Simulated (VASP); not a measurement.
# CdTe: an input that fails (relaxed cell and band gap)

CdTe, F-43m (no. 216), 2 atoms in the cell.

INCAR:
```
SYSTEM = CdTe
  ALGO = Normal
  EDIFF = 1E-7
  EDIFFG = -0.005
  ENCUT = 600
  GGA = LIBXC
  GGA_COMPAT = .FALSE.
  IBRION = 2
  ISIF = 3
  ISMEAR = 0
  LASPH = .TRUE.
  LCHARG = .FALSE.
  LREAL = .FALSE.
  LWAVE = .FALSE.
  NELM = 80
  NSW = 20
  PREC = Accurate
  SIGMA = 0.02
```

KPOINTS:
```
k-points
0
Gamma
  6 6 6
```

POSCAR:
```
CdTe
1.0
    0.0000000000      3.2050000000      3.2050000000
    3.2050000000      0.0000000000      3.2050000000
    3.2050000000      3.2050000000      0.0000000000
Te Cd
1 1
Direct
    0.7500000000      0.7500000000      0.7500000000
    0.0000000000      0.0000000000      0.0000000000
```

Commands:
```
cat potpaw_PBE.64/Te/POTCAR potpaw_PBE.64/Cd/POTCAR > POTCAR
mpirun -np 1 vasp_std > vasp.out
```

VASP stops with:
```
XC_FOCK_READER: Libxc is attempted to be used, but neither LIBXC1 nor LIBXC2 is specified. ---->  I REFUSE TO CONTINUE WITH THIS SICK JOB ... BYE!!! <----
```

Cause: library asked for but no functional named.
